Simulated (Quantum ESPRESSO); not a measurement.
Set up this calculation in Quantum ESPRESSO 7.5, as the native input.

| Item | Value |
| --- | --- |
| Task | single point |
| Functional | PBEsol |
| Potentials or basis | GBRV 1.5 PBEsol |
| Cutoff | 612 eV |
| Density cutoff | 4898 eV |
| k mesh | 11 × 11 × 6 |
| Occupations | fermi-dirac, width 0.05 eV |
| Spin | no spin polarisation |
| Mixing beta | 0.5 |
| Most SCF iterations | 120 |
| SCF threshold | 4e-10 Ry |

Crystal: Ir.

```xyz
2
Lattice="2.7514 0.0000 0.0000 -1.3757 2.3828 0.0000 0.0000 0.0000 4.4623" Properties=species:S:1:pos:R:3 pbc="T T T"
Ir    0.0000    1.5885    1.1156
Ir    1.3757    0.7943    3.3467
```

This isn't the form of Ir at room conditions, which is fcc.

The input as run:

pw.in

```
&CONTROL
  calculation = 'scf'
  prefix = 'pwscf'
  outdir = './tmp'
  pseudo_dir = './pseudo'
  tprnfor = .true.
  tstress = .true.
  disk_io = 'low'
/
&SYSTEM
  ibrav = 0
  celldm(1) = 8
  nat = 2
  ntyp = 1
  ecutwfc = 45
  ecutrho = 360
  nbnd = 22
  occupations = 'smearing'
  smearing = 'fd'
  degauss = 0.00367493
/
&ELECTRONS
  conv_thr = 4d-10
  electron_maxstep = 120
  mixing_beta = 0.5
/
ATOMIC_SPECIES
Ir   192.2170 ir_pbesol_v1.2.uspp.F.UPF
CELL_PARAMETERS alat
  0.6499188357679   0.0000000000000   0.0000000000000
 -0.3249594178840   0.5628462221649   0.0000000000000
  0.0000000000000   0.0000000000000   1.0540632485820
ATOMIC_POSITIONS crystal
Ir     0.3333333333    0.6666666667    0.2500000000
Ir     0.6666666667    0.3333333333    0.7500000000
K_POINTS automatic
11 11 6 0 0 0
```

pp_density.in

```
&INPUTPP
  prefix = 'pwscf'
  outdir = './tmp'
  filplot = 'density.dat'
  plot_num = 0
/
&PLOT
  nfile = 1
  filepp(1) = 'density.dat'
  iflag = 3
  output_format = 6
  fileout = 'density.cube'
/
```

pp_potential.in

```
&INPUTPP
  prefix = 'pwscf'
  outdir = './tmp'
  filplot = 'potential.dat'
  plot_num = 11
/
&PLOT
  nfile = 1
  filepp(1) = 'potential.dat'
  iflag = 3
  output_format = 6
  fileout = 'potential.cube'
/
```

Potentials or basis: GBRV 1.5 PBEsol.

Command:

```sh
$ OMP_NUM_THREADS=1 mpirun -n 2 pw.x -nk 2 -in pw.in > pw.out
$ OMP_NUM_THREADS=1 mpirun -n 1 pp.x -in pp_density.in > pp_density.out
$ OMP_NUM_THREADS=1 mpirun -n 1 pp.x -in pp_potential.in > pp_potential.out
```

It gave:

- Pressure: -12.4 GPa
- Band gap on the k mesh: none (metal or under the smearing width)

It took 12 s on 2 MPI ranks on Arm Neoverse V2, with other jobs on the host, peak memory 0.2 GiB a rank.
